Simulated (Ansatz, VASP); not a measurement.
**Two plane-wave programs on KBr**

File INCAR:

```
ALGO = Fast ; EDIFF = 1E-6
ENCUT = 520 ; GGA = PE
GGA_COMPAT = False ; ISIF = 2
ISMEAR = 0 ; LASPH = True
LCHARG = False ; LNONCOLLINEAR = True
LORBIT = 11 ; LORBMOM = True
LREAL = False ; LSORBIT = True
LWAVE = False ; MAGMOM = 0 0 0 0 0 0
NBANDS = 28 ; NELM = 150
PREC = Accurate ; SIGMA = 0.02
```

Contents of KPOINTS:

```
k-points
0
Gamma
  6 6 6
```

POSCAR

```
KBr
1.0
    0.0000000000      3.3504481918      3.3504481918
    3.3504481918      0.0000000000      3.3504481918
    3.3504481918      3.3504481918      0.0000000000
K Br
1 1
Direct
    0.0000000000      0.0000000000      0.0000000000
    0.5000000000      0.5000000000      0.5000000000
```

Input for Ansatz:

```yaml
crystal:
  lattice:
    - [0.0, 3.3504481918, 3.3504481918]
    - [3.3504481918, 0.0, 3.3504481918]
    - [3.3504481918, 3.3504481918, 0.0]
  atoms:
    - { symbol: K, position: [0.0, 0.0, 0.0] }
    - { symbol: Br, position: [0.5, 0.5, 0.5] }
basis:
  ecutwfc: 420
kpoints:
  mp_grid: { grid: [6, 6, 6] }
  band_path:
    path:
      - [[0.0, 0.0, 0.0], [0.5, 0.0, 0.5], [0.625, 0.25, 0.625]]
      - [[0.375, 0.375, 0.75], [0.0, 0.0, 0.0], [0.5, 0.5, 0.5], [0.5, 0.25, 0.75], [0.5, 0.0, 0.5]]
    npoints: 10
hamiltonian:
  xc: pbe
scf:
  occupations: { method: gaussian, width: 0.02 }
output:
  forces: true
  stress: true
  eigenvalues: true
  populations: true
  dos: { projected: true, de: 0.02 }
  bader: false
magnetization:
  noncollinear: true
  spin_orbit: true
```

Alike in both runs: task single point; functional PBE; k mesh 6 × 6 × 6; occupations gaussian, width 0.02 eV; non-collinear spin, spin-orbit coupling.

```csv
,VASP,Ansatz
version,VASP 6.6.1,Ansatz 0.2.0
potentials or method,"VASP PAW PBE potentials, release 64 (K_sv, Br)","plane waves, PAW"
plane-wave cutoff (eV),520,420
valence electrons in the cell,16,16
```

|  | VASP | Ansatz | Ansatz less VASP |
| --- | --- | --- | --- |
| gap on the k mesh at the Fermi level (eV) | 4.16 | 4.16 | +0.001 |
| least direct gap on the mesh (eV) | 4.16 | 4.16 | +0.001 |
| pressure (GPa) | 0.1 | 0.0 | -0.03 |
| net moment per atom (μB) | 0.00 | 0.00 | 0.000 |
